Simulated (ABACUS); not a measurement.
The system is Pb.

```xyz
1
Lattice="-2.4750 0.0000 2.4750 0.0000 2.4750 2.4750 -2.4750 2.4750 0.0000" Properties=species:S:1:pos:R:3 pbc="T T T"
Pb    0.0000    0.0000    0.0000
```

Base run:

```yaml
Program: ABACUS 3.10.1
Functional: LDA
Potentials_or_basis: PseudoDojo NC SR 0.4.1 LDA standard
Cutoff: 776 eV
Density_cutoff: 3102 eV
Basis: plane waves
k_mesh: 7 × 7 × 7
Occupations: fermi-dirac, width 0.05 eV
Spin: no spin polarisation
```

Its results: band gap on the k mesh none (metal or under the smearing width); pressure -1.6 GPa.

After a change of settings the same cell gave: band gap on the k mesh none (metal or under the smearing width); pressure 3.4 GPa. Which change was it?
A. functional from LDA to RPBE; potentials or basis from PseudoDojo NC SR 0.4.1 LDA standard to GBRV ultrasoft 1.5 PBE; cutoff from 776 eV to 544 eV; density cutoff from 3102 eV to 4354 eV
B. functional from LDA to AM05; potentials or basis from PseudoDojo NC SR 0.4.1 LDA standard to Ansatz NC PBE; cutoff from 776 eV to 857 eV; density cutoff from 3102 eV to 3429 eV
C. functional from LDA to B86bPBE; potentials or basis from PseudoDojo NC SR 0.4.1 LDA standard to SG15 ONCV 1.2 PBE; cutoff from 776 eV to 857 eV; density cutoff from 3102 eV to 3429 eV

C.

Caveats: the potentials were made for another functional, which shifts forces and pressure (some runs).

Not every run made on this cell is shown here.
